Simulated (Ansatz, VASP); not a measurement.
Given: the input of a run of Ansatz 0.2.0 on Ir.

File input.yaml:

```yaml
crystal:
  lattice:
    - [2.7513778946, 0.0, 0.0]
    - [-1.3756889473, 2.3827631521, 0.0]
    - [0.0, 0.0, 4.46229]
  atoms:
    - { symbol: Ir, position: [0.3333333333, 0.6666666667, 0.25] }
    - { symbol: Ir, position: [0.6666666667, 0.3333333333, 0.75] }
hamiltonian:
  xc: pbe
  pseudopotentials: { kind: paw }
  dispersion: d4
kpoints:
  mp_grid: { grid: [11, 11, 6] }
scf:
  occupations: { method: fermi_dirac, width: 0.05 }
output:
  forces: true
  stress: true
  eigenvalues: true
relax:
  f_tol: 0.01
  max_steps: 40
  cell: { stress_tol: 0.05 }
```

Potentials or basis: Ansatz PAW.

The run is started by

```bash
$ ansatz run input.yaml --threads 2 --pin off --max-ram 5632MiB --backend cpu --events-out ev --progress --plain --runs-dir out
```

**Question.** Set up the same calculation for VASP 6.6.1. Potentials there: VASP PAW PBE potentials, release 64 (Ir).

**Answer.** As run (the cutoff follows the program's own potentials):

File INCAR:

```
SYSTEM = Ir
PREC = Accurate
ENCUT = 600
EDIFF = 1E-7
ISMEAR = -1
SIGMA = 0.05
LREAL = .FALSE.
LASPH = .TRUE.
NELM = 80
ALGO = Normal
ISIF = 3
LWAVE = .FALSE.
LCHARG = .FALSE.
GGA = PE
IVDW = 13
IBRION = 2
NSW = 60
EDIFFG = -0.01
```

The input KPOINTS:

```
Automatic mesh
0
G
  11 11 6
  0 0 0
```

Contents of POSCAR:

```
Ir
1.0
    2.7513778946      0.0000000000      0.0000000000
   -1.3756889473      2.3827631521      0.0000000000
    0.0000000000      0.0000000000      4.4622900000
Ir
2
Direct
    0.3333333333      0.6666666667      0.2500000000
    0.6666666667      0.3333333333      0.7500000000
```

Potentials or basis: VASP PAW PBE potentials, release 64 (Ir).

Launch:

```console
$ cat potpaw_PBE.64/Ir/POTCAR > POTCAR
$ mpirun -np 1 vasp_std > vasp.out
```

Both were run:

|  | VASP | Ansatz | Ansatz less VASP |
| --- | --- | --- | --- |
| gap on the k mesh at the Fermi level, each at its own relaxed structure (eV) | none | none | - |
| relaxed volume (Å³/atom) | 14.23 | 14.20 | -0.029 |
| relaxed cell length with the largest relative difference (Å) | 4.420 | 4.417 | -0.0035 |
| energy change over the relaxation (meV/atom) | -13 | -14 | -1.5 |

A gap of «none» marks a metal or a gap that the smearing closes. The two sets of potentials don't hold the same shells in valence.

Caveats: pairwise dispersion overbinds metals, which lowers pressure and volume; the plane-wave basis is chosen anew once the cell has moved, so the energies of steps on either side of that aren't comparable (Ansatz). The runs have no spin-orbit coupling, so splittings on Ir are missing.
